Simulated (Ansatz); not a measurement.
Crystal: PtSe2 (Sudovikovite).

```
CELL_PARAMETERS angstrom
3.72400 0.00000 0.00000
-1.86200 3.22508 0.00000
0.00000 0.00000 5.06200
ATOMIC_POSITIONS crystal
Pt 0.00000 0.00000 0.00000
Se 0.66667 0.33333 0.75000
Se 0.33333 0.66667 0.25000
```

* Program: Ansatz 0.2.0
* Task: relaxation of cell and atoms
* Functional: PBE
* Dispersion: D4
* Potentials or basis: Ansatz PAW
* Cutoff: 420 eV (not typed: the program's choice for these potentials)
* k mesh: 8 × 8 × 5
* Occupations: fermi-dirac, width 0.05 eV
* Spin: no spin polarisation

At the start: volume 20.27 Å³/atom.

Question: How do energy, volume and symmetry change on relaxing?

Answer: It ends after 7 steps and the volume is 19.78 Å³/atom (-2.4 %); space group P-3m1 (No. 164, to 0.05 Å).

The path:
```tsv
step	energy change (eV)	largest force (eV/Å)	volume (Å³)
1	0.0000	0.6274	60.80
2	-0.0197	0.5801	58.82
3	-0.0516	0.0387	60.27
4	-0.0544	0.0085	59.50
5	-0.0546	0.0003	59.32
6	-0.0546	0.0001	59.34
7	-0.0544	0.0002	59.34
```

Final structure:
```xyz
3
Lattice="3.7702 0.0000 0.0000 -1.8851 3.2651 0.0000 0.0000 0.0000 4.8205" Properties=species:S:1:pos:R:3 pbc="T T T"
Pt    0.0000    0.0000    0.0000
Se    1.8851    1.0884    3.5360
Se    0.0000    2.1767    1.2844
```

Caveat: the plane-wave basis is chosen anew once the cell has moved, so the energies of steps on either side of that aren't comparable; pairwise dispersion overbinds metals, which lowers pressure and volume.
